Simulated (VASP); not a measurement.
Set up this calculation in VASP 6.6.1, as the native input.

```yaml
Task: relaxation of cell and atoms
Functional: PBE
Potentials_or_basis: VASP PAW PBE potentials, release 64 (Ag, Cl)
Cutoff: 600 eV
k_mesh: 8 × 8 × 8
Occupations: gaussian, width 0.02 eV
Spin: no spin polarisation
Dipole_correction: no
Further_INCAR_settings: ALGO = Fast; EDIFF = 1e-06; IBRION = 2; EDIFFG = -0.005; NSW = 100; ISIF = 3
```

The structure of AgCl (Chlorargyrite) lies in POSCAR:

```
AgCl
1.0
    0.0000000000      2.7350000000      2.7350000000
    2.7350000000      0.0000000000      2.7350000000
    2.7350000000      2.7350000000      0.0000000000
Ag Cl
1 1
Direct
    0.0000000000      0.0000000000      0.0000000000
    0.5000000000      0.5000000000      0.5000000000
```

One way to write it, as run:

INCAR

```
SYSTEM = AgCl
PREC = Accurate
ENCUT = 600
EDIFF = 1E-6
ISMEAR = 0
SIGMA = 0.02
LREAL = .False.
LASPH = .True.
NELM = 100
ALGO = Fast
ISIF = 3
LWAVE = .False.
LCHARG = .False.
GGA = PE
IBRION = 2
NSW = 100
EDIFFG = -0.005
```

KPOINTS

```
Automatic mesh
0
Gamma
  8 8 8
  0 0 0
```

Potentials or basis: VASP PAW PBE potentials, release 64 (Ag, Cl).

Command:

```console
$ cat potpaw_PBE.64/Ag/POTCAR potpaw_PBE.64/Cl/POTCAR > POTCAR
$ mpirun -np 1 vasp_std > vasp.out
```

Results of the run:

```
Relaxed volume                         : 22.01 Å³/atom
Relaxed cell                           : a = 3.964 Å, b = 3.964 Å, c = 3.964 Å, α = 60.00°, β = 60.00°, γ = 60.00°
Space group after relaxing (to 0.05 Å) : Fm-3m (No. 225)
Energy gained by relaxing              : 17.3 meV/atom
Ionic steps                            : 6
Pressure after relaxing                : 0.0 GPa
Band gap on the k mesh                 : 0.92 eV, indirect (least direct gap 3.09 eV)
```

It took 50 s on 1 thread of Intel(R) Xeon(R) Platinum 8488C (Sapphire Rapids), with other jobs on the host, peak memory 0.19 GiB.
